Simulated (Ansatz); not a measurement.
# MoSi2As4 monolayer in a perpendicular field, part 2 of 2

Aim: how the MoSi2As4 monolayer screens a field along its normal, and what the field does to its bands. A positive field points along +c.

Ansatz 0.2.0; plane-wave DFT, PBE-D3(BJ), Ansatz PAW (set soft_1); PAW set soft_1.

So far. Step 2 (Relaxation): The lattice constant a goes from 3.630 to 3.559 Å.

### Step 3. Single point, field 0

A sawtooth potential applies the field, turning back in the middle of the vacuum. With the dipole correction the typed value is the field outside the slab. The induced dipole is small, so the SCF threshold is tight.

The cell differs from the one that the last finished run ended in (c 48.810 → 27.946 Å).

Input file input.yaml:

```yaml
crystal:
  lattice:
    - [3.5593460115, 0.0, 0.0]
    - [-1.7796730058, 3.0824840669, 0.0]
    - [0.0, 0.0, 27.9455490763]
  atoms:
    - { symbol: As, position: [0.0, 0.0, 0.3220548637] }
    - { symbol: Si, position: [0.3333333333, 0.6666666667, 0.3625038742] }
    - { symbol: As, position: [0.3333333333, 0.6666666667, 0.4462999012] }
    - { symbol: Mo, position: [0.0, 0.0, 0.5] }
    - { symbol: As, position: [0.3333333333, 0.6666666667, 0.5537000988] }
    - { symbol: Si, position: [0.3333333333, 0.6666666667, 0.6374961258] }
    - { symbol: As, position: [0.0, 0.0, 0.6779451363] }
kpoints:
  mp_grid: { grid: [18, 18, 1] }
  band_path:
    path: [[0, 0, 0], [0.5, 0, 0], [0.33333333, 0.33333333, 0], [0, 0, 0]]
    npoints: 16
hamiltonian:
  xc: pbe
  dispersion: d3bj
  pseudopotentials: { kind: paw, azcp: { folder: soft_1 } }
scf:
  occupations: { method: fermi_dirac, width: 0.02585 }
  convergence: { dr2_threshold: 1.0e-10 }
efield:
  axis: 3
  dipole_correction: true
  ramp_position: 0.97
  ramp_width: 0.06
  amplitude: 0
output:
  dos: { projected: true, e_range: [-6, 5] }
  write_potential: true
  write_density: true
  volumetric_format: npy
  elf: true
```

Launch:

```sh
ansatz run input.yaml --threads 4 --pin off --max-ram 6144MiB --backend cpu --events-out ev --progress --plain --runs-dir out
```

Numbers of over 12 decimals in the logs are rounded to 6 here.

The program printed:

```text
[...]
Crystal: 7 atoms, lattice volume = 306.608 Å³
Basis set: ecut = 420 eV, 5919 PW (Γ)
Bands: 50, of which v1, the nominal top of the filled ones, is band 41 counted from 1 (40 counted from 0)
Symmetry: 6 space group operations
k-points: 37 of 324 (time reversal used)
[...]
SCF iter   1: F=—  HF=-25656.768094 eV  |F-HF|=—  |Δ(HF+E_count)|=         —  Δρ=3.64e-2  dr2=5.29e0  ethr=3.10e-3  p=-0.000 e·Å  D=-1.49e-15 V/Å  ΔV_dip=0.00 eV  dr2_dipole=4.99e-7  V_vac-E_F(+/−)=5.57/5.57 eV  ⟨swp⟩=9.6  Hψ=8350  notcnv=0
efield: sawtooth ramp at fractional position 0.9700 (set: `efield.ramp_position`, or a place that a band, a saddle search or an elastic batch's reference lends), width 0.0600; the density the first Hamiltonian is built on has a dipole p = -0.000 e·Å; the dipole correction subtracts the counter field D = -1.49e-15 V/Å, which shifts the + side's vacuum level by +0.00 eV against the − side's; the planar-averaged density in the ramp window peaks in size at 7.0e-7 e/Å³
[...]
SCF iter   2: F=—  HF=-25656.048320 eV  |F-HF|=—  |Δ(HF+E_count)|=   7.20e-1  Δρ=2.04e-2  dr2=3.70e0  ethr=3.10e-3  p=0.000 e·Å  D=1.24e-4 V/Å  ΔV_dip=-0.00 eV  dr2_dipole=2.26e-6  V_vac-E_F(+/−)=5.97/5.97 eV  ⟨swp⟩=3.0  Hψ=4099  notcnv=0  defer=115
[...]
SCF iter  16: F=-25655.594901 eV  HF=-25655.594901 eV  |F-HF|=2.26e-10  |Δ(HF+E_count)|=  2.18e-11  Δρ=7.34e-8  dr2=3.01e-11  ethr=1.00e-12  p=-0.000 e·Å  D=-1.70e-8 V/Å  ΔV_dip=0.00 eV  dr2_dipole=6.44e-14  V_vac-E_F(+/−)=4.54/4.54 eV  ⟨swp⟩=12.2  Hψ=6373  notcnv=0
SCF 1 converged in 16 iterations: F = -25655.594901 eV  dr2 = 3.01e-11
[...]
NSCF: frozen V_eff on 49 k-points
efield: sawtooth ramp at fractional position 0.9700 (kept from the solve that this one continues, or follows in the run), width 0.0600; the density the first Hamiltonian is built on has a dipole p = -0.000 e·Å; the dipole correction subtracts the counter field D = -1.70e-8 V/Å, which shifts the + side's vacuum level by +0.00 eV against the − side's; the planar-averaged density in the ramp window peaks in size at 6.8e-7 e/Å³
WARN: The output density's exchange-correlation potential varies sharply where the density is thin. Do not read a vacuum level from v_tot or v_xc, or from such a field of the output density. On a cell that repeats whose density bears no net charge and no dipole along the vacuum's axis use v_es (v_loc + v_h of the components); under efield.dipole_correction with no amplitude use v_es + v_field, which holds any externa [...]
SCF converged after 16 iterations
Free energy (F): -25655.594901 eV
[...]
Internal energy: -25655.594901 eV  (E = F + TS)
E sigma→0 (E₀):  -25655.594901 eV
Fermi energy:    2.219611 eV
Dipole field:    D = 0.000000 V/Å  (p = 0.000000 e·Å, saw-weighted, corrected)
Work function:   Φ+ = 4.5389 eV   Φ− = 4.5389 eV
Levels:          The Fermi level and band energies are counted from a zero that moves with the ramp; work functions are not
[...]
--- Band table (eV; the first three rows and the last of 37) ---
  k-point 0: bands = [... 37 lower, 1.4293, 1.4809, 1.4809, 1.6227, 4.6620, 4.6620, 4.7697, 4.7893, ... 5 higher]
  k-point 1: bands = [... 37 lower, 1.1990, 1.3324, 1.3901, 1.6455, 4.4881, 4.6486, 4.7408, 4.9305, ... 5 higher]
  k-point 2: bands = [... 37 lower, 1.0425, 1.0861, 1.1598, 1.6003, 4.1432, 4.2356, 4.9087, 4.9315, ... 5 higher]
  k-point 36: bands = [... 37 lower, -0.8245, 0.2332, 0.9590, 1.8032, 2.6462, 2.9798, 3.3968, 3.9552, ... 5 higher]
```

The job ended after 27 s (4 threads of Arm Neoverse V2, shared host; peak memory 1 GiB; 1.7 min of CPU time).

In the SCF lines HF is the Harris–Foulkes energy and dr2 the Hartree energy of the density residual, in eV; the loop may stop once dr2 is under the threshold and the program's other checks hold. Hψ counts applications of the Hamiltonian.

Numbers from this step:

| Quantity | Value |
| --- | --- |
| dipole along the normal | 4.38e-7 e·Å |
| gap along the path | 0.8431 eV |
| smallest direct gap along the path | 0.8431 eV |
| ionisation energy, upper face | 4.955 eV |
| electron affinity, upper face | 4.112 eV |
| gap, the smaller of path and mesh | 0.8431 eV |

Running mean over a fixed 2.8 Å (it still follows the layers) of the planar mean; the ramp of the sawtooth is left out. Electron's electrostatic potential energy less the Fermi level against z:

```tsv
z (Å)	electron's electrostatic potential energy less the Fermi level (eV)
3.5	4.54
4.0	4.54
4.5	4.54
5.0	4.54
5.5	4.52
6.0	4.48
6.5	4.29
7.0	3.54
7.5	2.26
8.0	0.742
8.5	-1.65
9.0	-3.77
9.5	-5.02
10.0	-4.61
10.5	-4.18
11.0	-3.40
11.5	-2.21
12.0	-2.17
12.5	-3.98
13.0	-6.54
13.5	-7.70
14.0	-8.01
14.5	-7.62
15.0	-6.33
15.5	-3.69
16.0	-2.09
16.5	-2.30
17.0	-3.55
17.5	-4.21
18.0	-4.69
18.5	-4.98
19.0	-3.56
19.5	-1.39
20.0	0.940
20.5	2.40
21.0	3.66
21.5	4.33
22.0	4.49
22.5	4.53
23.0	4.54
23.5	4.54
24.0	4.54
24.5	4.54
```

The density of states has structure finer than the step of the table below, so its rows give means over 0.25 eV, whole bins alone (the curve runs from -6 to 2.41 eV). Peaks (eV: height): -4.810: 9.75, -4.650: 9.90, -3.050: 10.00, -2.550: 9.41, -2.360: 9.18, -2.060: 10.6, -1.920: 9.37.

The density of states by energy, zero at the Fermi level of the run, which the smearing sets inside the gap; means over each step:

```tsv
energy (eV)	density of states (states/eV a cell)
-5.75	1.20
-5.50	0.442
-5.25	4.75
-5.00	2.43
-4.75	5.06
-4.50	3.51
-4.25	3.51
-4.00	3.34
-3.75	4.13
-3.50	3.45
-3.25	3.62
-3.00	5.88
-2.75	6.06
-2.50	6.62
-2.25	5.19
-2.00	8.01
-1.75	5.97
-1.50	4.88
-1.25	3.06
-1.00	4.23
-0.75	2.69
-0.50	0.782
-0.25	0
0.00	0
0.25	0
0.50	0.915
0.75	1.96
1.00	3.36
1.25	5.59
1.50	4.92
1.75	5.84
2.00	4.15
2.25	4.93
```

Projected DOS per atom over height of the atomic layer and energy from the Fermi level. Layers: As Si As Mo As Si As from below.

Ten even steps from '0' (0.00 states/eV) to '9' (2.56 states/eV), each cell a mean:
```
2223222
1225221
2215122
1119111
0004000
0000000
0000000
0001000
0017100
1016101
2135312
5147415
3125213
4234324
2123212
1112111
2112112
1122211
1232321
1121211
0111110
0000000
```
Columns: height of the atomic layer (Å) from 9 to 18.9 (not evenly spaced); rows upwards: energy from the Fermi level (eV) from -5.96 to 2.41.

The electronic bands at the labelled points (eV, zero at the Fermi level of the run, which the smearing sets inside the gap):

```tsv
point	band 38	band 39	band 40	band 41	band 42	band 43	band 44	band 45
Γ	-0.79	-0.74	-0.74	-0.60	2.44	2.44	2.55	2.57
halfway	-1.78	-1.72	-1.65	-1.05	1.28	1.49	2.03	2.10
M	-2.36	-2.22	-1.51	-0.82	1.11	1.12	1.25	1.27
halfway	-2.42	-2.03	-1.63	-0.77	0.64	0.94	1.60	2.10
K	-3.04	-1.99	-1.26	-0.42	0.43	0.76	1.18	1.74
halfway	-2.09	-1.86	-1.54	-1.10	1.36	1.58	1.79	2.84
Γ	-0.79	-0.74	-0.74	-0.60	2.44	2.44	2.55	2.57
```

Electrostatic potential energy in the ca plane at fractional y = 0.667, with atoms of Si and As within 0.2 Å of it. With pseudopotentials it is smooth inside the atoms' cores, unlike the true potential.

Ten even steps from '0' (-31 eV) to '9' (7 eV), each cell a mean:
```
99999999987788999999988667889999999887789999
99999999876688999999987656899999999886678999
99999999987788889998888777888899988887789999
99999999998765578875457888754578875567899999
99999999998610027746755887557647720016899999
99999999998405405559984787489955504404899999
99999999998502106648974787479846601105899999
99999999998741157854446888644458741147899999
99999999988877788987778878877789887778889999
```
Columns run along c (16.0 Å, from fractional 0.19 to 0.76 of the cell; values clipped at the 3rd and 97th percentile), rows up along a (3.6 Å). Atoms in or near the plane, at fractional coordinates: Si at (0.36, 0.33), As at (0.45, 0.33), As at (0.55, 0.33), Si at (0.64, 0.33).

Valence density in the ca plane at fractional y = 0.667, with atoms of Si and As within 0.2 Å of it. It is the smooth field of the valence electrons, not physical close to the nuclei.

Ten steps, logarithmic in the rise over the least value, from '0' (0 e/Å³) to '9' (35 e/Å³), each cell a mean:
```
00000000011111000000011111110000000111110000
00000000011110000000001111100000000111110000
00000000011111000000111111111000000111110000
00000000001111110111221111122111011111100000
00000000000111111125642111246521111111000000
00000000000110012248972111279842210011000000
00000000000111111237862111268732111111000000
00000000001111111112321111123211111111100000
00000000001111100001111111111100001111100000
```
Columns run along c (16.0 Å, from fractional 0.19 to 0.76 of the cell), rows up along a (3.6 Å). Atoms in or near the plane, at fractional coordinates: Si at (0.36, 0.33), As at (0.45, 0.33), As at (0.55, 0.33), Si at (0.64, 0.33).

ELF in the ca plane at fractional y = 0.667, with atoms of Si and As within 0.2 Å of it. It is the smooth field of the valence electrons, not physical close to the nuclei.

Ten even steps from '0' (0.00) to '9' (0.88), each cell a mean:
```
00000000000000014677666653101344212212442111
00000000000000024687666542000122112211221001
00000000000000013567667764223466422224664222
00000000000000000234578876666677742257776666
00000000000000000001357645897534653366436798
00000000000000000000243356997301452354104899
00000000000000000001245445997412553355114899
00000000000000000012468866777666753367666777
00000000000000001355678875434677632246776434
```
Columns run along c (16.0 Å, from fractional 0.06 to 0.63 of the cell), rows up along a (3.6 Å). Atoms in or near the plane, at fractional coordinates: Si at (0.36, 0.33), As at (0.45, 0.33), As at (0.55, 0.33).

The gap is 0.84 eV, with the valence edge 4.96 eV and the conduction edge 4.11 eV under the upper vacuum level.

### Step 4. Single point, field 0.1 V/Å

input.yaml, as its differences from that of step 3:

```diff
@@ -28,7 +28,6 @@
   dipole_correction: true
-  ramp_position: 0.97
-  ramp_width: 0.06
-  amplitude: 0
+  ramp_position: 0.9603
+  ramp_width: 0.0794
+  amplitude: 0.1
 output:
-  dos: { projected: true, e_range: [-6, 5] }
   write_potential: true
@@ -36,2 +35 @@
   volumetric_format: npy
-  elf: true
```

The program printed:

```text
[...]
Crystal: 7 atoms, lattice volume = 306.608 Å³
Basis set: ecut = 420 eV, 5919 PW (Γ)
Bands: 50, of which v1, the nominal top of the filled ones, is band 41 counted from 1 (40 counted from 0)
Symmetry: 6 space group operations
k-points: 37 of 324 (time reversal used)
[...]
k-point 0: bands = [... 37 lower, 1.4190, 1.4904, 1.4904, 1.6226, 4.6608, 4.6608, 4.7471, 4.8100, ... 5 higher]
  k-point 1: bands = [... 37 lower, 1.2002, 1.3231, 1.3987, 1.6454, 4.4856, 4.6491, 4.7394, 4.9308, ... 5 higher]
  k-point 2: bands = [... 37 lower, 1.0418, 1.0788, 1.1665, 1.6002, 4.1388, 4.2383, 4.9037, 4.9355, ... 5 higher]
  k-point 36: bands = [... 37 lower, -0.8252, 0.2324, 0.9594, 1.8027, 2.6458, 2.9792, 3.3959, 3.9548, ... 5 higher]
[key lines of the parts left out:]
SCF converged after 16 iterations
Free energy (F): -25655.598530 eV
Fermi energy:    2.219134 eV
Dipole field:    D = 0.042830 V/Å  (p = 0.072573 e·Å, saw-weighted, corrected)
```

The job ended after 26 s (4 threads; peak memory 0.97 GiB; 1.7 min of CPU time).

The dipole is 0.0726 e·Å, and the gap 0.843 eV.

### Step 5. Atoms held, field -0.1 V/Å

input.yaml, as its differences from that of step 4:

```diff
@@ -30,3 +30,3 @@
   ramp_width: 0.0794
-  amplitude: 0.1
+  amplitude: -0.1
 output:
```

The program printed:

```text
[...]
Crystal: 7 atoms, lattice volume = 306.608 Å³
Basis set: ecut = 420 eV, 5919 PW (Γ)
Bands: 50, of which v1, the nominal top of the filled ones, is band 41 counted from 1 (40 counted from 0)
Symmetry: 6 space group operations
k-points: 37 of 324 (time reversal used)
[...]
k-point 0: bands = [... 37 lower, 1.4190, 1.4904, 1.4904, 1.6226, 4.6608, 4.6608, 4.7471, 4.8100, ... 5 higher]
  k-point 1: bands = [... 37 lower, 1.2002, 1.3231, 1.3987, 1.6454, 4.4856, 4.6491, 4.7394, 4.9308, ... 5 higher]
  k-point 2: bands = [... 37 lower, 1.0418, 1.0788, 1.1665, 1.6002, 4.1388, 4.2383, 4.9037, 4.9355, ... 5 higher]
  k-point 36: bands = [... 37 lower, -0.8252, 0.2324, 0.9594, 1.8027, 2.6458, 2.9792, 3.3959, 3.9548, ... 5 higher]
[key lines of the parts left out:]
SCF converged after 16 iterations
Free energy (F): -25655.598530 eV
Fermi energy:    2.219139 eV
Dipole field:    D = -0.042832 V/Å  (p = -0.072576 e·Å, saw-weighted, corrected)
```

Run time: 26 s. Hardware: 4 threads; peak memory 0.98 GiB; 1.7 min of CPU time.

The dipole is -0.0726 e·Å, and the gap 0.843 eV.

### Step 6. Response, atoms held

This step: plane-wave DFT, PBE-D3(BJ), Ansatz PAW (set soft_1); response to a field along the normal, atoms held; PAW set soft_1 (Ansatz 0.2.0).

The dipoles give the slope, and the difference of two potentials shows where the field is screened.

Numbers from this step:

| Quantity | Value |
| --- | --- |
| equivalent conductor thickness p/(ε₀AE) | 11.97 Å |
| distance between the outer atoms | 9.946 Å |

The dipole of the cell by applied field:

```tsv
applied field (V/Å)	dipole of the cell (e·Å)
-0.1000	-0.0726
0.0000	4.4e-7
0.1000	0.0726
```

Local field over the applied field, running mean. From the potentials at -0.1 and 0.1 V/Å; running mean over 2.5 Å. Table of local field over applied field by z:

```tsv
z (Å)	local field over applied field
4.5	0.998
5.0	0.994
5.5	0.982
6.0	0.952
6.5	0.885
7.0	0.761
7.5	0.592
8.0	0.413
8.5	0.241
9.0	0.110
9.5	0.0570
10.0	0.0532
10.5	0.0615
11.0	0.0794
11.5	0.0856
12.0	0.0683
12.5	0.0522
13.0	0.0438
13.5	0.0347
14.0	0.0312
14.5	0.0356
15.0	0.0448
15.5	0.0535
16.0	0.0705
16.5	0.0860
17.0	0.0774
17.5	0.0601
18.0	0.0528
18.5	0.0591
19.0	0.121
19.5	0.259
20.0	0.433
20.5	0.611
21.0	0.777
21.5	0.895
22.0	0.957
22.5	0.984
23.0	0.994
23.5	0.998
```

Electrons, planar mean, per unit field. Induced electron density against z:

```tsv
z (Å)	induced electron density (e/Å³ per V/Å)
4.5	9.4e-6
5.0	2.9e-5
5.5	8.3e-5
6.0	2.3e-4
6.5	6.0e-4
7.0	0.00142
7.5	0.00282
8.0	0.00353
8.5	0.00148
9.0	6.4e-4
9.5	6.4e-4
10.0	-0.00105
10.5	-8.8e-4
11.0	4.4e-4
11.5	1.3e-4
12.0	2.1e-4
12.5	5.4e-4
13.0	-1.6e-4
13.5	-1.5e-4
14.0	2.6e-5
14.5	1.8e-4
15.0	8.7e-5
15.5	-6.3e-4
16.0	-7.6e-5
16.5	-2.0e-4
17.0	-4.0e-4
17.5	0.00105
18.0	8.5e-4
18.5	-6.9e-4
19.0	-6.7e-4
19.5	-0.00172
20.0	-0.00355
20.5	-0.00266
21.0	-0.00131
21.5	-5.4e-4
22.0	-2.1e-4
22.5	-7.5e-5
23.0	-2.5e-5
23.5	-8.4e-6
```

The smaller of the gaps on the path and on the k-mesh, counted as 0 under 0.03 eV. The gap stays at 0.843 eV for applied field from -0.1 to 0.1 V/Å.

By hand: between -0.1 and 0.1 V/Å the dipole changes by 0.1451 e·Å, a slope of 0.7257 e·Å²/V. A perfect conductor of thickness t has p = ε₀AEt, so t = 180.95 × 0.7257 / 10.972 = 11.97 Å (e/ε₀ = 180.95 V·Å, A in Å²).

The induced dipole is that of a conductor 11.97 Å thick.

### Step 7. What came out

| Property | Result |
| --- | --- |
| gap without field | 0.843 eV |
| ionisation energy, upper face | 4.96 eV |
| electron affinity, upper face | 4.11 eV |
| equivalent conductor thickness, atoms held | 12.0 Å |

What this shows: The induced dipole equals that of a perfect conductor 11.97 Å thick, while the outer atoms lie 9.95 Å apart; an out-of-plane ε follows only once a thickness t is chosen, by 1 − 1/ε = 11.97 Å / t. The gap stays within 0.01 eV of 0.84 eV over the fields run, up to 0.1 V/Å in size. Semilocal functionals give gaps that are too small, and excitons are not included. Spin-orbit coupling is left out, which matters for the bands of elements this heavy. The outer anions sit over the metal atoms, one of several polytypes of such layers and not the lowest for every compound.

[Logs are printed without paths, hosts, clocks, repeated set-up lines and the standing remarks that a program may print on its own settings, such as how far it seeks lower states.]

[Hosts, paths, dates, database ids (printed as entryN), source tags and the programs' standing remarks are cut or masked in the printed files.]

[Maps of the electrostatic potential energy from Ansatz leave out the sawtooth potential of an applied field or a dipole correction, so their vacuum need not be flat; planar profiles and work functions include it.]

[The density of states shown here was stored with 400 of the rows of the run's finer table, so its peaks can read low, often by over a quarter, or be missed, and its means over a window can be off by a tenth or more.]
